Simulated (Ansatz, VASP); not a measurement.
# Na: VASP beside Ansatz

File INCAR:

```
SYSTEM = Na
PREC = Accurate ; ENCUT = 520
EDIFF = 1E-6 ; ISMEAR = -1
SIGMA = 0.05 ; LREAL = .FALSE.
LASPH = .TRUE. ; NELM = 60
ALGO = Normal ; ISIF = 2
LWAVE = .FALSE. ; LCHARG = .TRUE.
LELF = .TRUE. ; LVHAR = .TRUE.
NBANDS = 14
```

File KPOINTS:

```
Automatic mesh
0
G
  11 11 6
  0 0 0
```

The input POSCAR:

```
Na
1.0
    3.7670009976      0.0000000000      0.0000000000
   -1.8835004988      3.2623185600      0.0000000000
    0.0000000000      0.0000000000      6.0309200000
Na
2
Direct
    0.3333333333      0.6666666667      0.2500000000
    0.6666666667      0.3333333333      0.7500000000
```

Input for Ansatz:

```yaml
crystal:
  lattice:
    - [3.7670009976, 0.0, 0.0]
    - [-1.8835004988, 3.26231856, 0.0]
    - [0.0, 0.0, 6.03092]
  atoms:
    - { symbol: Na, position: [0.3333333333, 0.6666666667, 0.25] }
    - { symbol: Na, position: [0.6666666667, 0.3333333333, 0.75] }
kpoints:
  mp_grid: { grid: [11, 11, 6] }
  band_path:
    path:
      - [0.0, 0.0, 0.0]
      - [0.5, 0.0, 0.0]
      - [0.3333333333, 0.3333333333, 0.0]
      - [0.0, 0.0, 0.0]
      - [0.0, 0.0, 0.5]
      - [0.5, 0.0, 0.5]
      - [0.3333333333, 0.3333333333, 0.5]
      - [0.0, 0.0, 0.5]
      - [0.5, 0.0, 0.5]
    npoints: 5
scf:
  occupations: { method: fermi_dirac, width: 0.05 }
hamiltonian:
  xc: lda
  pseudopotentials: { kind: all_electron, lapw: { basis_error: 0.0005 } }
output:
  forces: true
  stress: true
  eigenvalues: true
```

Change from the starting cell: zz strain of -2 %.

Alike in both runs: task single point; functional LDA; k mesh 11 × 11 × 6; occupations fermi-dirac, width 0.05 eV; no spin polarisation.

|  | VASP | Ansatz |
| --- | --- | --- |
| version | VASP 6.6.1 | Ansatz 0.2.0 |
| potentials or method | VASP PAW LDA potentials, release 64 (Na_pv) | all-electron LAPW, scalar-relativistic |
| plane-wave cutoff (eV) | 520 | see its input |

VASP gave:

| Quantity | Value |
| --- | --- |
| pressure (GPa) | -0.7 |
| largest component of the traceless stress (GPa) | 0.24 |

Question: What did Ansatz give for the same quantities?

Answer: Pressure (GPa): -0.8; largest component of the traceless stress (GPa): 0.24.

Ansatz ran all-electron here, so the differences hold the error of VASP's frozen core and of both bases.
